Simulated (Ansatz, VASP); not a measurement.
Given: the input of a run of Ansatz 0.2.0 on BN.

The input input.yaml:

```yaml
crystal:
  lattice:
    - [0.0, 1.813001, 1.813001]
    - [1.813001, 0.0, 1.813001]
    - [1.813001, 1.813001, 0.0]
  atoms:
    - { symbol: "N", position: [0.25, 0.25, 0.25] }
    - { symbol: B, position: [0.0, 0.0, 0.0] }
hamiltonian:
  xc: pbe
  pseudopotentials: { kind: paw }
kpoints:
  mp_grid: { grid: [13, 13, 13] }
  band_path:
    path:
      - [[0.0, 0.0, 0.0], [0.5, 0.0, 0.5], [0.5, 0.25, 0.75], [0.375, 0.375, 0.75], [0.0, 0.0, 0.0], [0.5, 0.5, 0.5], [0.625, 0.25, 0.625], [0.5, 0.25, 0.75], [0.5, 0.5, 0.5], [0.375, 0.375, 0.75]]
      - [[0.625, 0.25, 0.625], [0.5, 0.0, 0.5]]
    npoints: 14
scf:
  occupations: { method: fermi_dirac, width: 0.05 }
  n_extra_bands: 6
output:
  forces: true
  stress: true
  eigenvalues: true
  fatbands: false
```

Potentials or basis: Ansatz PAW.

The run is started by

```sh
$ ansatz run input.yaml --threads 2 --pin off --max-ram 5632MiB --backend cpu --events-out ev --progress --plain --runs-dir out
```

Question: Translate it to VASP 6.6.1. Potentials there: VASP PAW PBE potentials, release 64 (N, B).

Answer: As run (the cutoff follows the program's own potentials):

Contents of INCAR:

```
SYSTEM = BN
  PREC = Accurate
  ENCUT = 500
  EDIFF = 1E-6
  ISMEAR = -1
  SIGMA = 0.05
  LREAL = .False.
  LASPH = .True.
  NELM = 100
  ALGO = Normal
  ISIF = 2
  LWAVE = .False.
  LCHARG = .False.
  GGA = PE
  NBANDS = 11
```

File KPOINTS:

```
regular mesh
0
Gamma
  13 13 13
  0 0 0
```

The input POSCAR:

```
BN
1.0
    0.0000000000      1.8130010000      1.8130010000
    1.8130010000      0.0000000000      1.8130010000
    1.8130010000      1.8130010000      0.0000000000
N B
1 1
Direct
    0.2500000000      0.2500000000      0.2500000000
    0.0000000000      0.0000000000      0.0000000000
```

KPOINTS_OPT

```
path GXWKGLUWLK,UX
20
line-mode
reciprocal
 0.0000000000  0.0000000000  0.0000000000  G
 0.5000000000  0.0000000000  0.5000000000  X

 0.5000000000  0.0000000000  0.5000000000  X
 0.5000000000  0.2500000000  0.7500000000  W

 0.5000000000  0.2500000000  0.7500000000  W
 0.3750000000  0.3750000000  0.7500000000  K

 0.3750000000  0.3750000000  0.7500000000  K
 0.0000000000  0.0000000000  0.0000000000  G

 0.0000000000  0.0000000000  0.0000000000  G
 0.5000000000  0.5000000000  0.5000000000  L

 0.5000000000  0.5000000000  0.5000000000  L
 0.6250000000  0.2500000000  0.6250000000  U

 0.6250000000  0.2500000000  0.6250000000  U
 0.5000000000  0.2500000000  0.7500000000  W

 0.5000000000  0.2500000000  0.7500000000  W
 0.5000000000  0.5000000000  0.5000000000  L

 0.5000000000  0.5000000000  0.5000000000  L
 0.3750000000  0.3750000000  0.7500000000  K

 0.6250000000  0.2500000000  0.6250000000  U
 0.5000000000  0.0000000000  0.5000000000  X
```

Potentials or basis: VASP PAW PBE potentials, release 64 (N, B).

Run with:

```console
$ cat potpaw_PBE.64/N/POTCAR potpaw_PBE.64/B/POTCAR > POTCAR
$ mpirun -np 1 vasp_std > vasp.out
```

Both were run:

|  | VASP | Ansatz | Ansatz less VASP |
| --- | --- | --- | --- |
| gap on the k mesh at the Fermi level (eV) | 4.52 | 4.54 | +0.012 |
| least direct gap on the mesh (eV) | 8.78 | 8.79 | +0.010 |
| gap along the band path (eV) | 4.45 | 4.46 | +0.012 |
| pressure (GPa) | -0.2 | -0.4 | -0.20 |

The functional is the same, so the differences come from potentials, cutoffs and numerics.

Caveats: the k mesh misses the band edges, so the gap on the mesh is wider than the one along the path (Ansatz); the pressure holds a Pulay correction of +1.1 GPa for the finite cutoff (Ansatz).
